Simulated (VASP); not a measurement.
Crystal: Eu2O3.

```
CELL_PARAMETERS angstrom
3.78830 0.00000 0.00000
-1.89415 3.28076 0.00000
0.00000 0.00000 5.82084
ATOMIC_POSITIONS crystal
Eu 0.33333 0.66667 0.24244
Eu 0.66667 0.33333 0.75756
O 0.33333 0.66667 0.65110
O 0.66667 0.33333 0.34890
O 0.00000 0.00000 0.00000
```

Measurements of this composition are mostly on another form, of space group No. 206.

```yaml
Program: VASP 6.6.1
Task: relaxation of cell and atoms
Functional: PBEsol
Dispersion: D4
Potentials_or_basis: VASP PAW PBE potentials, release 64 (Eu, O)
Cutoff: 600 eV
k_mesh: 6 × 6 × 4
Occupations: fermi-dirac, width 0.05 eV
Spin: collinear spin, ferromagnetic start
Starting_moments: "[7.0, 7.0, 0.0, 0.0, 0.0] μB"
```

At the start: pressure -6.1 GPa; volume 14.47 Å³/atom.

Task: How do energy, volume and symmetry change on relaxing?

Result: Over 11 steps the energy falls by 13.1 meV/atom and the volume is 13.83 Å³/atom (-4.4 %); space group P-3m1 (No. 164, to 0.05 Å); moment 12.00 μB per cell.

The path:
```
step  energy change (eV)  largest force (eV/Å)  pressure (GPa)  volume (Å³)
   1              0.0000                0.2516           -6.10        72.34
   2             -0.0122                0.4978            6.22        66.73
   3             -0.0635                0.1231           -0.12        69.30
   4             -0.0635                0.1303            0.03        69.24
   5             -0.0653                0.0523            0.12        69.09
   6             -0.0654                0.0305            0.06        69.05
   7             -0.0654                0.0228            0.14        69.04
   8             -0.0654                0.0255            0.16        69.04
   9             -0.0655                0.0251           -0.12        69.17
  10             -0.0655                0.0243           -0.10        69.15
  11             -0.0656                0.0057           -0.02        69.15
```

Final structure:
```
Eu O
1.0
     3.72668    0.00000    0.00000
    -1.86334    3.22740    0.00000
     0.00000    0.00000    5.74904
Eu O
2 3
Direct
  0.33333 0.66667 0.24264
  0.66667 0.33333 0.75736
  0.33333 0.66667 0.64918
  0.66667 0.33333 0.35082
  0.00000 0.00000 0.00000
```

Caveat: the PAW data sets were made with another functional, which shifts forces and pressure a little; without U or exact exchange the open f shell lies at the Fermi level, which spoils levels, moments and volumes; pairwise dispersion overbinds metals, which lowers pressure and volume.
